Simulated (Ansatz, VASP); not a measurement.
**Two plane-wave programs on B2P3**

INCAR

```
SYSTEM = B2P3
PREC     = Accurate       ! precision mode
ENCUT    = 600            ! plane-wave cutoff, eV
EDIFF    = 1E-6           ! SCF threshold, eV
ISMEAR   = 0              ! smearing method
SIGMA    = 0.1            ! smearing width, eV
LREAL    = .False.        ! projectors in reciprocal space
LASPH    = .True.         ! aspherical terms in the spheres
NELM     = 60             ! most SCF steps
ALGO     = Normal         ! electronic algorithm
ISIF     = 3              ! what is computed and relaxed
LWAVE    = .False.        ! write WAVECAR
LCHARG   = .False.        ! write CHGCAR
GGA      = PE             ! functional
IBRION   = 2              ! ionic algorithm
NSW      = 90             ! ionic steps
EDIFFG   = -0.04          ! ionic threshold
```

KPOINTS

```
regular mesh
0
Gamma
  6 6 6
  0 0 0
```

POSCAR

```
B2P3
1.0
    5.3009917571      0.0000000000      0.0000000000
   -2.6504958786      4.5907935269      0.0000000000
    0.0000000000      0.0000000000      2.9718060734
B P
2 3
Direct
    0.3333333333      0.6666666667      0.0000000000
    0.6666666667      0.3333333333      0.0000000000
    0.5000000000      0.0000000000      0.5000000000
    0.0000000000      0.5000000000      0.5000000000
    0.5000000000      0.5000000000      0.5000000000
```

Input for Ansatz:

```yaml
crystal:
  lattice:
    - [5.3009917571, 0.0, 0.0]
    - [-2.6504958786, 4.5907935269, 0.0]
    - [0.0, 0.0, 2.9718060734]
  atoms:
    - { symbol: B, position: [0.3333333333, 0.6666666667, 0.0] }
    - { symbol: B, position: [0.6666666667, 0.3333333333, 0.0] }
    - { symbol: P, position: [0.5, 0.0, 0.5] }
    - { symbol: P, position: [0.0, 0.5, 0.5] }
    - { symbol: P, position: [0.5, 0.5, 0.5] }
basis:
  ecutwfc: 420
kpoints:
  mp_grid: { grid: [6, 6, 6] }
hamiltonian:
  xc: pbe
scf:
  occupations: { method: gaussian, width: 0.1 }
  lower_state_search: "off"
output:
  forces: true
  stress: true
  eigenvalues: true
relax:
  adjacent_minimum: "off"
  f_tol: 0.04
  max_steps: 70
  cell: { stress_tol: 0.4 }
```

Alike in both runs: task relaxation of cell and atoms; functional PBE; k mesh 6 × 6 × 6; occupations gaussian, width 0.1 eV; no spin polarisation.

```csv
,VASP,Ansatz
version,VASP 6.6.1,Ansatz 0.2.0
potentials or method,"VASP PAW PBE potentials, release 64 (B, P)","scalar-relativistic, plane waves, PAW"
plane-wave cutoff (eV),600,420
valence electrons in the cell,21,21
```

Ansatz gave:

* gap on the k mesh at the Fermi level, each at its own relaxed structure (eV): none
* relaxed volume (Å³/atom): 14.60
* relaxed cell length with the largest relative difference (Å): 5.308

Estimate VASP's values.

gap on the k mesh at the Fermi level, each at its own relaxed structure (eV): none; relaxed volume (Å³/atom): 14.55; relaxed cell length with the largest relative difference (Å): 5.301.

A gap of «none» marks a metal or a gap that the smearing closes.
